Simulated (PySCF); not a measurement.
Simulated C 1s region for pyrazole, `[nH]1nccc1`, binding energy against the vacuum level.

Every computed line was given a Gaussian of 0.6 eV full width at half maximum and an area set by the number of equivalent atoms; the highest printed point is 100. Theory: PySCF 2.14.0, delta-SCF UKS SCAN, pcX-2 on the ionised atom, pcseg-1 elsewhere, spin-free X2C.

| binding energy (eV) | intensity |
| --- | --- |
| 289.5 | 0 |
| 289.6 | 1 |
| 289.7 | 4 |
| 289.8 | 10 |
| 289.9 | 21 |
| 290.0 | 36 |
| 290.1 | 56 |
| 290.2 | 73 |
| 290.3 | 84 |
| 290.4 | 86 |
| 290.5 | 83 |
| 290.6 | 81 |
| 290.7 | 83 |
| 290.8 | 90 |
| 290.9 | 96 |
| 291.0 | 100 |
| 291.1 | 100 |
| 291.2 | 100 |
| 291.3 | 98 |
| 291.4 | 93 |
| 291.5 | 82 |
| 291.6 | 64 |
| 291.7 | 44 |
| 291.8 | 26 |
| 291.9 | 13 |
| 292.0 | 6 |
| 292.1 | 2 |
| 292.2 | 1 |
| 292.3 | 0 |

Question: How many maxima does the curve show, and how many computed lines lie under it?

Answer: The curve has 2 maxima (at 290.4 and 291.1 eV). Under it lie 3 lines from 3 inequivalent carbon sites. At this width some lines have no maximum of their own.

Question: Decompose the envelope and assign each component. Numbering: `[cH:1]1[cH:2][n:3][nH:4][cH:5]1`.

Answer: 
| position (eV) | relative area | line | atoms | environment |
| --- | --- | --- | --- | --- |
| 290.32 | 1 | C 1s | C1 | aromatic CH carbon |
| 290.92 | 1 | C 1s | C2 | aromatic CH next to a ring nitrogen |
| 291.42 | 1 | C 1s | C5 | aromatic CH next to a ring nitrogen |

Lowest listed C 1s: C1, bonded to 2 C (aromatic in the SMILES) and H. Highest, 1.10 eV above it: C5, bonded to N (aromatic in the SMILES), C (aromatic in the SMILES) and H. Summing the Pauling electronegativity differences to the bonded atoms, each weighted by its formal bond order, gives -0.35 for the lowest site and +0.39 for the highest; no listed site has a larger sum than the highest.

Shake-up satellites, vibrational structure and lifetime widths aren't simulated. Isolated species at its GFN2-xTB geometry, gas phase.
